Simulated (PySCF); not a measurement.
Polarisability of `[NH3+]c1ccccc1`

C6H8N (charge +1).
Numbering: `[NH3+:1][c:2]1[cH:3][cH:4][cH:5][cH:6][cH:7]1` (hydrogens: H8, H9, H10 on N1; H11 on C3; H12 on C4; H13 on C5; H14 on C6; H15 on C7)

Cartesian coordinates in Å at the PBE0-D3(BJ)/def2-SVP level; atoms count from 1:
```xyz
15
C6H8N angstrom
N      2.1534   -0.2623   -0.0954
C      0.6893   -0.0822   -0.0320
C     -0.1176   -1.2145   -0.0409
C     -1.4972   -1.0375    0.0205
C     -2.0373    0.2474    0.0884
C     -1.2044    1.3646    0.0959
C      0.1795    1.2074    0.0349
H      2.5112   -0.7950    0.7105
H      2.4431   -0.7646   -0.9466
H      2.6384    0.6441   -0.0986
H      0.3078   -2.2203   -0.0947
H     -2.1521   -1.9108    0.0146
H     -3.1203    0.3781    0.1360
H     -1.6289    2.3688    0.1493
H      0.8348    2.0833    0.0406
```

Level: CAM-B3LYP/def2-SVPD (PySCF), static field, nuclei fixed, core orbitals frozen in the response. The polarisability tensor in these axes (au):

```
x   88.44 -1.18 -1.81
y   -1.18 79.91  1.35
z   -1.81  1.35 43.91
```

Give the principal values, the mean and the anisotropy Δα = √{½[(α1 − α2)² + (α2 − α3)² + (α1 − α3)²]}.

Principal values 43.79, 79.78 and 88.69 au; mean 70.76 au = 10.48 Å³ = 11.67 × 10⁻⁴⁰ C²·m²/J; Δα = 41.17 au (58 % of the mean).

In TDDFT the mean static polarisability is Σ f/ω² over all singlet excitations (ω in hartree). How much of it do the 6 lowest give? Their energies (eV) and oscillator strengths: 5.50, 0.0048; 6.15, 0.0046; 6.53, 0.0002; 6.57, 0.0004; 7.09, 0.5741; 7.12, 0.5398.

They add up to 16.56 au, 23.4 % of the 70.76 au; the largest single term is 8.45 au, from the state at 7.09 eV. Terms in order: 0.12, 0.09, 0.00, 0.01, 8.45, 7.89 au. Higher excitations give the rest. The strengths listed sum to 1.124.

Give the principal axes and the span of the nuclei along them.

Largest value along (0.99, -0.14, -0.04), where the nuclei span 5.71 Å; middle along (0.14, 0.99, 0.03), 4.37 Å; least along (0.04, -0.04, 1.00), 1.66 Å. The response follows the extents in order.

Traceless (Buckingham) quadrupole moment about the centre of nuclear charge: eigenvalues?

-22.83, -5.97, 28.80 D·Å. The values depend on the origin, since the species is charged. The electronic extent ⟨r²⟩ about the same centre is 691 bohr², a root-mean-square distance of 1.97 Å for the 50 electrons.

Isolated species at its PBE0-D3(BJ)/def2-SVP geometry, gas phase.
